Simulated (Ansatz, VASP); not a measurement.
One calculation of AgBr3, two programs

```
Ag Br
1.0
     2.92211    1.68708    4.51711
    -2.92211    1.68708    4.51711
     0.00000   -3.37416    4.51711
Ag Br
1 3
Direct
  0.50000 0.50000 0.50000
  0.50000 0.50000 0.00000
  0.00000 0.50000 0.50000
  0.50000 0.00000 0.50000
```

Alike in both runs: task single point; functional PBE; k mesh 6 × 6 × 6; occupations gaussian, width 0.1 eV; no spin polarisation.

```csv
,VASP,Ansatz
version,VASP 6.6.1,Ansatz 0.2.0
potentials or method,"VASP PAW PBE potentials, release 64 (Ag, Br)","scalar-relativistic, plane waves, PAW"
plane-wave cutoff (eV),520,420
valence electrons in the cell,32,40
```

|  | VASP | Ansatz | Ansatz less VASP |
| --- | --- | --- | --- |
| gap on the k mesh at the Fermi level (eV) | none | none | - |
| pressure (GPa) | 4.1 | 4.1 | +0.01 |
| largest component of the traceless stress (GPa) | 4.52 | 4.51 | -0.011 |

A gap of «none» marks a metal or a gap that the smearing closes. The functional is the same, so the differences come from potentials, cutoffs and numerics. The two sets of potentials don't hold the same shells in valence.
